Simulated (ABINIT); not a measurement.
The system is WS2, a slab with vacuum.

```
W S
1.0
     3.18352    0.00000    0.00000
    -1.59176    2.75701    0.00000
     0.00000    0.00000   16.95058
W S
1 2
Direct
  0.00000 0.00000 0.00000
  0.33333 0.66667 0.09200
  0.33333 0.66667 0.90800
```

Base run:

* Program: ABINIT 10.8.3 (patched build)
* Functional: LDA
* Potentials or basis: JTH PAW LDA v2.0
* Cutoff: 544 eV
* k mesh: 13 × 13 × 3
* Occupations: fermi-dirac, width 0.05 eV
* Spin: no spin polarisation

Its results: band gap on the k mesh 1.90 eV, indirect (least direct gap 2.00 eV); largest force 0.408 eV/Å.

Problem. The run is repeated on the same cell with these changes: functional from LDA to LDA-PZ; k mesh from 13 × 13 × 3 to 10 × 10 × 2. What comes out?

Solution. Band gap on the k mesh 1.98 eV, indirect (least direct gap 2.14 eV); largest force 0.389 eV/Å.

Several settings changed at once, so the effect can't be laid on one alone.

Caveats: spin-orbit coupling is left out, which moves the levels of the heavy elements.

A k mesh can miss the band edges.

Not every run made on this cell is shown here.
